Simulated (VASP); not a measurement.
# K (Fm-3m) in VASP: a series of runs

The runs below take K through single point, relaxation of cell and atoms, with PBE.

All numbers are computed with VASP 6.6.1; they aren't measurements. Logs are shortened: lines on timing, memory, paths and dates and some standing lists are left out, and cuts for length are marked.

## Step 1: The crystal as given

The structure is cubic, space group Fm-3m (No. 225). The conventional cell has a = 5.911 Å, b = 5.911 Å, c = 5.911 Å, α = 90.00°, β = 90.00°, γ = 90.00°. K (site symmetry m-3m) is surrounded by 12 K at 4.18 Å.

This isn't the form of K at room conditions, which is bcc.

## Step 2: Single point, PBE

The input, INCAR:

```
SYSTEM = K
  ALGO = Normal
  EDIFF = 1E-6
  ENCUT = 520
  GGA = PE
  ISIF = 2
  ISMEAR = -1
  LASPH = .True.
  LCHARG = .False.
  LREAL = .False.
  LWAVE = .False.
  NBANDS = 10
  NELM = 100
  PREC = Accurate
  SIGMA = 0.05
```

The input, KPOINTS:

```
k-points
0
Gamma
  11 11 11
  0 0 0
```

The input, POSCAR:

```
K
1.0
    0.0000000000      2.9552506318      2.9552506318
    2.9552506318      0.0000000000      2.9552506318
    2.9552506318      2.9552506318      0.0000000000
K
1
Direct
    0.0000000000      0.0000000000      0.0000000000
```

Potentials or basis: VASP PAW PBE potentials, release 64 (K_sv).

Command:

```
$ cat potpaw_PBE.64/K_sv/POTCAR > POTCAR
$ mpirun -np 1 vasp_std > vasp.out
```

OUTCAR:

```text
SYSTEM = K
   EDIFF = 1E-6
   ENCUT = 520
   GGA = PE
   ISIF = 2
   ISMEAR = -1
   LASPH = .True.
   LREAL = .False.
   NELM = 100
   PREC = Accurate

 ion  position               nearest neighbor table
   1  0.000  0.000  0.000-

  LATTYP: Found a face centered cubic cell.
 ALAT       =     5.9105012636

  Lattice vectors:

 A1 = (   0.0000000000,   2.9552506318,   2.9552506318)
 A2 = (   2.9552506318,   0.0000000000,   2.9552506318)
 A3 = (   2.9552506318,   2.9552506318,   0.0000000000)

Analysis of symmetry for initial positions (statically):
=====================================================================
 Subroutine PRICEL returns:
 Original cell was already a primitive cell.

 Routine SETGRP: Setting up the symmetry group for a
 face centered cubic supercell.

 Subroutine GETGRP returns: Found 48 space group operations
 (whereof 48 operations were pure point group operations)
 out of a pool of 48 trial point group operations.

The static configuration has the point symmetry O_h .

Analysis of symmetry for dynamics (positions and initial velocities):
=====================================================================
 Subroutine PRICEL returns:
 Original cell was already a primitive cell.

 Routine SETGRP: Setting up the symmetry group for a
 face centered cubic supercell.

 Subroutine GETGRP returns: Found 48 space group operations
 (whereof 48 operations were pure point group operations)
 out of a pool of 48 trial point group operations.

The dynamic configuration has the point symmetry O_h .

 Subroutine INISYM returns: Found 48 space group operations
 (whereof 48 operations are pure point group operations),
 and found     1 'primitive' translations

----------------------------------------------------------------------------------------

                                     Primitive cell

  volume of cell :      51.6194

  direct lattice vectors                    reciprocal lattice vectors
     0.000000000  2.955250632  2.955250632    -0.169190388  0.169190388  0.169190388
     2.955250632  0.000000000  2.955250632     0.169190388 -0.169190388  0.169190388
     2.955250632  2.955250632  0.000000000     0.169190388  0.169190388 -0.169190388

  length of vectors
     4.179355524  4.179355524  4.179355524     0.293046348  0.293046348  0.293046348

  position of ions in fractional coordinates (direct lattice)
     0.000000000  0.000000000  0.000000000

  ion indices of the primitive-cell ions
   primitive index   ion index
                 1           1

----------------------------------------------------------------------------------------

 KPOINTS: k-points

Automatic generation of k-mesh.
 Grid dimensions read from file:
 generate k-points for:   11   11   11

 Generating k-lattice:

  Cartesian coordinates                     Fractional coordinates (reciprocal lattice)
    -0.015380944  0.015380944  0.015380944     0.090909091  0.000000000  0.000000000
     0.015380944 -0.015380944  0.015380944     0.000000000  0.090909091  0.000000000
     0.015380944  0.015380944 -0.015380944     0.000000000  0.000000000  0.090909091

  Length of vectors
     0.026640577  0.026640577  0.026640577

  Shift w.r.t. Gamma in fractional coordinates (k-lattice)
     0.000000000  0.000000000  0.000000000

 Subroutine IBZKPT returns following result:
 ===========================================

 Found     56 irreducible k-points:

 Following reciprocal coordinates:
            Coordinates               Weight
  0.000000  0.000000  0.000000      1.000000
  0.090909  0.000000  0.000000      8.000000
  0.181818  0.000000  0.000000      8.000000
  0.272727  0.000000  0.000000      8.000000
  0.363636  0.000000  0.000000      8.000000
  0.454545  0.000000  0.000000      8.000000
[... 16 lines left out ...]
 -0.272727  0.181818  0.000000     24.000000
 -0.181818  0.181818  0.000000     12.000000
 [... further k-points ...]
   k-points           NKPTS =     56   k-points in BZ     NKDIM =     56   number of bands    NBANDS=     10
   number of dos      NEDOS =    301   number of ions     NIONS =      1
   total plane-waves  NPLWV =  32768
   dimension x,y,z NGX =    32 NGY =   32 NGZ =   32
   dimension x,y,z NGXF=    64 NGYF=   64 NGZF=   64
   ions per type =               1
   NGX,Y,Z   is equivalent  to a cutoff of  12.73, 12.73, 12.73 a.u.
   NGXF,Y,Z  is equivalent  to a cutoff of  25.46, 25.46, 25.46 a.u.
 SYSTEM =  K
   PREC   = accura    normal or accurate (medium, high low for compatibility)
   ISTART =      0    job   : 0-new  1-cont  2-samecut
   ICHARG =      2    charge: 1-file 2-atom 10-const
   ISPIN  =      1    spin polarized calculation?
   LNONCOLLINEAR =      F non collinear calculations
   LSORBIT =      F    spin-orbit coupling
   LASPH  =      T    aspherical Exc in radial PAW
   ENCUT  =  520.0 eV  38.22 Ry    6.18 a.u.   7.77  7.77  7.77*2*pi/ulx,y,z
   NELM   =    100;   NELMIN=  2; NELMDL= -5     # of ELM steps
   EDIFF  = 0.1E-05   stopping-criterion for ELM
   LREAL  =      F    real-space projection
   EDIFFG = 0.1E-04   stopping-criterion for IOM
   NSW    =      0    number of steps for IOM
   IBRION =     -1    ionic relax: 0-MD 1-quasi-New 2-CG
   NFREE  =      0    steps in history (QN), initial steepest desc. (CG)
   ISIF   =      2    stress and relaxation
   ISYM   =      2    0-nonsym 1-usesym 2-fastsym
   POTIM  = 0.5000    time-step for ionic-motion
   TEBEG  =    0.0;   TEEND  =   0.0 temperature during run
   PSTRESS=    0.0 pullay stress
   NELECT =       9.0000    total number of electrons
   NUPDOWN=      -1.0000    fix difference up-down
   EMIN   =  10.00;   EMAX   =-10.00  energy-range for DOS
   EFERMI =   0.00;   METHOD = LEGACY
   ISMEAR =    -1;   SIGMA  =   0.05  broadening in eV -4-tet -1-fermi 0-gaus
   EFERMI_NEDOS =   21; number of points for ismear=-14 and -15
   IALGO  =     38    algorithm
   IMIX   =      4    mixing-type and parameters
     AMIX     =   0.40;   BMIX     =  1.00
     AMIX_MAG =   1.60;   BMIX_MAG =  1.00
  volume/ion in A,a.u.               =      51.62       348.34
  Fermi-wavevector in a.u.,A,eV,Ry     =   0.914572  1.728291 11.380490  0.836442
  Thomas-Fermi vector in A             =   2.039214
   LORBIT       =      0    0 simple, 1 ext, 2 COOP (PROOUT), +10 PAW based schemes
   GGA     = PE    functional components
   LHFCALC =     F    Hartree Fock is set to
   AEXX    =    0.0000 exact exchange contribution
   IVDW    =     0    specifies the selected vdW correction
   LEPSILON=     F    determine dielectric tensor
   LRPA    =     F    only Hartree local field effects (RPA)
 non-spin polarized calculation
  energy-cutoff  :      520.00
  volume of cell :       51.62
 maximum number of plane-waves:      1411
   NGX = 15   NGY = 15   NGZ = 15

 number of electron       8.9999999 magnetization

 Free energy of the ion-electron system (eV)
  ---------------------------------------------------
  ext. energy  EPLUGINS =         0.00000000
  ---------------------------------------------------
  free energy    TOTEN  =        -0.91794696 eV

  energy without entropy =       -0.91186844  energy(sigma->0) =       -0.91490770

 E-fermi :   0.8770     XC(G=0):  -6.5856

 val. band max:        0.8440963676   @ k =   0.4545   0.0000   0.0000
 cond. band min:       0.9145870052   @ k =  -0.2727   0.2727   0.0909
 fundamental gap:      0.0704906376
 Fermi energy:         0.8770349091

 k-point     1 :       0.0000    0.0000    0.0000
  band No.  band energies     occupation
      1     -31.1816      2.00000
      2     -14.5778      2.00000
      3     -14.5778      2.00000
      4     -14.5778      2.00000
      5      -1.8623      2.00000
      6       5.3145      0.00000
      7       5.3145      0.00000
      8       5.3145      0.00000
      9       6.8769      0.00000
     10       6.8769      0.00000

 k-point     2 :       0.0909    0.0000    0.0000
  band No.  band energies     occupation
      1     -31.1801      2.00000
      2     -14.5960      2.00000
      3     -14.5800      2.00000
      4     -14.5800      2.00000
      5      -1.7305      2.00000
      6       5.0218      0.00000
      7       5.3708      0.00000
      8       5.3708      0.00000
      9       6.7698      0.00000
     10       6.7698      0.00000

 k-point     3 :       0.1818    0.0000    0.0000
  band No.  band energies     occupation
      1     -31.1760      2.00000
      2     -14.6443      2.00000
      3     -14.5861      2.00000
      4     -14.5861      2.00000
      5      -1.3472      2.00000
      6       4.3574      0.00000
      7       5.4554      0.00000
      8       5.4554      0.00000
      9       6.6407      0.00000
     10       6.6407      0.00000

 k-point     4 :       0.2727    0.0000    0.0000
  band No.  band energies     occupation
      1     -31.1706      2.00000
      2     -14.7065      2.00000
      3     -14.5940      2.00000
      4     -14.5940      2.00000
      5      -0.7474      2.00000
      6       3.5644      0.00000
      7       5.3755      0.00000
      8       5.3755      0.00000
      9       6.8364      0.00000
     10       6.8364      0.00000
[... 222 lines left out ...]
 k-point    22 :      -0.3636    0.1818    0.0000
  band No.  band energies     occupation
      1     -31.1610      2.00000
      2     -14.7663      2.00000
      3     -14.6537      2.00000
      4     -14.6110      2.00000
      5       0.9376      0.45890
      6       2.3671      0.00000
      7       4.0622      0.00000
      8       5.4088      0.00000
      9       7.2036      0.00000
     10       7.7799      0.00000

 k-point    23 :      -0.2727    0.1818    0.0000
  band No.  band energies     occupation
      1     -31.1642      2.00000
      2     -14.7369      2.00000
      3     -14.6469      2.00000
      4     -14.6011      2.00000
      5       0.1380      2.00000
      6       3.1578      0.00000
      7       4.1625      0.00000
      8       5.5615      0.00000
      9       6.5620      0.00000
     10       7.9471      0.00000

 k-point    24 :      -0.1818    0.1818    0.0000
  band No.  band energies     occupation
      1     -31.1688      2.00000
      2     -14.7007      2.00000
      3     -14.6277      2.00000
      4     -14.5919      2.00000
      5      -0.5498      2.00000
      6       3.7184      0.00000
      7       4.5834      0.00000
      8       5.8179      0.00000
      9       6.0508      0.00000
     10       7.4390      0.00000

 [... further k-points ...]
[... 5 lines left out ...]
  --------------------------------------------------------------------------------------
  -------------------------------------------------------------------------------------
  Total        0.8011140      0.8011140      0.8011140      0.0000000     -0.0000000     -0.0000000
  in kB       24.8651999     24.8651999     24.8651999      0.0000000     -0.0000000     -0.0000000
  external PRESSURE =      24.8651999 kB  Pullay stress =       0.0000000 kB

 VOLUME and BASIS-vectors are now :
 -----------------------------------------------------------------------------
  energy-cutoff  :      520.00
  volume of cell :       51.62
      direct lattice vectors                 reciprocal lattice vectors
     0.000000000  2.955250632  2.955250632    -0.169190388  0.169190388  0.169190388
     2.955250632  0.000000000  2.955250632     0.169190388 -0.169190388  0.169190388
     2.955250632  2.955250632  0.000000000     0.169190388  0.169190388 -0.169190388

 POSITION                                       TOTAL-FORCE (eV/Angst)
 -----------------------------------------------------------------------------------
      0.00000      0.00000      0.00000        -0.000000     -0.000000      0.000000
 -----------------------------------------------------------------------------------
    total drift:                                0.000000      0.000000      0.000000

  FREE ENERGIE OF THE ION-ELECTRON SYSTEM (eV)
  ---------------------------------------------------
  free  energy   TOTEN  =        -0.9179469591 eV

  energy  without entropy=       -0.9118684448  energy(sigma->0) =       -0.91490770
```

It took 8.5 s on 1 thread of Intel Xeon 6975P-C (Granite Rapids), shared host; peak memory 0.18 GiB.

What came out:

- Free energy: -0.9179 eV
- Pressure: 2.5 GPa
- Band gap on the k mesh: none (metal or under the smearing width)

Levels at points of the mesh, in eV from the Fermi level:
| k point | band 3 | band 4 | band 5 | band 6 | band 7 | band 8 |
| --- | --- | --- | --- | --- | --- | --- |
| (0.00, 0.00, 0.00) | -15.45 | -15.45 | -2.74 | 4.44 | 4.44 | 4.44 |

## Step 3: Relaxation of cell and atoms, PBE, target pressure 2.5 GPa, at which the enthalpy is minimised

The input, INCAR:

```
PREC = Accurate
ENCUT = 600
EDIFF = 1E-6
ISMEAR = -1
SIGMA = 0.05
LREAL = False
LASPH = True
NELM = 100
ALGO = Fast
ISIF = 3
LWAVE = False
LCHARG = False
GGA = PE
IBRION = 2
NSW = 32
EDIFFG = -0.005
PSTRESS = 25.0
```

The input, KPOINTS:

```
Automatic mesh
0
Gamma
  11 11 11
```

POSCAR is that of step 2.

Potentials or basis: VASP PAW PBE potentials, release 64 (K_sv).

Command:

```
$ cat potpaw_PBE.64/K_sv/POTCAR > POTCAR
$ mpirun -np 1 vasp_std > vasp.out
```

Wall time 13 s (1 thread of Intel Xeon 6975P-C (Granite Rapids), shared host); peak memory 0.21 GiB.

The run converged. Its results:

* Free energy: -0.9182 eV
* Pressure after relaxing: 2.5 GPa
* Band gap on the k mesh: none (metal or under the smearing width)

Final structure:
```xyz
1
Lattice="0.0000 2.9553 2.9553 2.9553 0.0000 2.9553 2.9553 2.9553 0.0000" Properties=species:S:1:pos:R:3 pbc="T T T"
K     0.0000    0.0000    0.0000
```

Levels at points of the mesh, in eV from the Fermi level:
```tsv
k point	band 2	band 3	band 4	band 5	band 6	band 7	band 8
(0.00, 0.00, 0.00)	-15.46	-15.46	-15.46	-2.74	4.44	4.44	4.44
```

Caveat: the relaxation stopped at its first step, so nothing moved; the cell is relaxed towards a set pressure, so the enthalpy falls and the energy may rise.
